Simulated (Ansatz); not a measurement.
Wanted: the native input for an Ansatz 0.2.0 run.

```
Task                : single point
Functional          : PBE
Potentials or basis : Ansatz PAW
Cutoff              : 350 eV
Density cutoff      : 1400 eV
k mesh              : 7 × 7 × 4
Occupations         : fermi-dirac, width 0.05 eV
Spin                : no spin polarisation
```

The system is BaTiO3.

```
Ba Ti O
1.0
     3.99980    0.00000    0.00000
     0.00000    3.99980    0.00000
     0.00000    0.00000    8.03600
Ba Ti O
2 2 6
Direct
  0.99933 0.00149 0.00206
  0.00067 0.99851 0.49794
  0.48935 0.49786 0.23992
  0.51065 0.50214 0.74208
  0.50279 0.50210 0.01077
  0.49721 0.49790 0.50523
  0.50567 0.00168 0.25810
  0.49433 0.99832 0.75690
  0.00777 0.49971 0.26264
  0.99223 0.50029 0.75236
```

The input as run:

input.yaml

```yaml
crystal:
  lattice:
    - [3.9998, 0.0, 0.0]
    - [0.0, 3.9998, 0.0]
    - [0.0, 0.0, 8.036]
  atoms:
    - { symbol: Ba, position: [0.99933387, 0.00148967, 0.00205798] }
    - { symbol: Ba, position: [0.00066613, 0.99851033, 0.49794202] }
    - { symbol: Ti, position: [0.48935347, 0.49786156, 0.23992239] }
    - { symbol: Ti, position: [0.51064653, 0.50213844, 0.74207761] }
    - { symbol: O, position: [0.50279005, 0.50209599, 0.01077264] }
    - { symbol: O, position: [0.49720995, 0.49790401, 0.50522736] }
    - { symbol: O, position: [0.50567457, 0.00167772, 0.25809841] }
    - { symbol: O, position: [0.49432543, 0.99832228, 0.75690159] }
    - { symbol: O, position: [0.00776503, 0.499712, 0.26264036] }
    - { symbol: O, position: [0.99223497, 0.500288, 0.75235964] }
hamiltonian:
  xc: pbe
  pseudopotentials: { kind: paw }
kpoints:
  mp_grid: { grid: [7, 7, 4] }
scf:
  occupations: { method: fermi_dirac, width: 0.05 }
basis:
  ecutwfc: "350 eV"
output:
  forces: true
  stress: true
  eigenvalues: true
```

Potentials or basis: Ansatz PAW.

Launch:

```sh
$ ansatz run input.yaml --threads 4 --pin off --max-ram 11264MiB --backend cpu --events-out ev --progress --plain --runs-dir out
```

Results of the run:

| Property | Result |
| --- | --- |
| Pressure | 3.2 GPa |
| Largest force | 0.941 eV/Å |
| Band gap on the k mesh | 2.05 eV |

Caveat: odd divisions of the mesh miss points on the zone boundary, where band edges often lie, so the gap on the mesh can be too wide; the pressure holds a Pulay correction of +6.2 GPa for the finite cutoff; spin-orbit coupling is left out, which moves the levels of the heavy elements; the cutoff lies under the one recommended for these potentials.

It took 14 s on 4 threads of Arm Neoverse V2, on a shared host, peak memory 0.63 GiB.
